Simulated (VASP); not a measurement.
Set up this calculation in VASP 6.6.1, as the native input.

```yaml
Task: single point
Functional: PBEsol
Potentials_or_basis: VASP PAW PBE potentials, release 64 (Si, Zr_sv)
Cutoff: 520 eV
k_mesh: 8 × 8 × 8
Occupations: gaussian, width 0.1 eV
Spin: no spin polarisation
Dipole_correction: no
Further_INCAR_settings: ALGO = Normal; EDIFF = 1e-07; NBANDS = 17
```

The structure of ZrSi2 lies in POSCAR:

```
ZrSi2
1.0
   -1.7108487064      1.7108487064      4.2028067753
    1.7108487064     -1.7108487064      4.2028067753
    1.7108487064      1.7108487064     -4.2028067753
Si Zr
2 1
Direct
    0.3330000000      0.3330000000      0.0000000000
    0.6670000000      0.6670000000      0.0000000000
    0.0000000000      0.0000000000      0.0000000000
```

The cell isn't the ideal one: Mo replaced by Zr, lengths x 1.034, strained and moved within the space group.

One way to write it, as run:

INCAR

```
PREC = Accurate
ENCUT = 520
EDIFF = 1E-7
ISMEAR = 0
SIGMA = 0.1
LREAL = False
LASPH = True
NELM = 100
ALGO = Normal
ISIF = 2
LWAVE = False
LCHARG = True
GGA = PS
LELF = True
LVHAR = True
NBANDS = 17
```

KPOINTS

```
regular mesh
0
Gamma
  8 8 8
```

Potentials or basis: VASP PAW PBE potentials, release 64 (Si, Zr_sv).

Launch:

```console
$ cat potpaw_PBE.64/Si/POTCAR potpaw_PBE.64/Zr_sv/POTCAR > POTCAR
$ mpirun -np 1 vasp_std > vasp.out
```

Results of the run:

```json
{
  "Pressure": "1.2 GPa",
  "Largest force": "0.522 eV/Å",
  "Band gap on the k mesh": "none (metal or under the smearing width)"
}
```

Caveat: the PAW data sets were made with another functional, which shifts forces and pressure a little.

Run time: 25 s on 1 thread of Intel(R) Xeon(R) 6975P-C (Granite Rapids), on a shared host, peak memory 0.22 GiB.
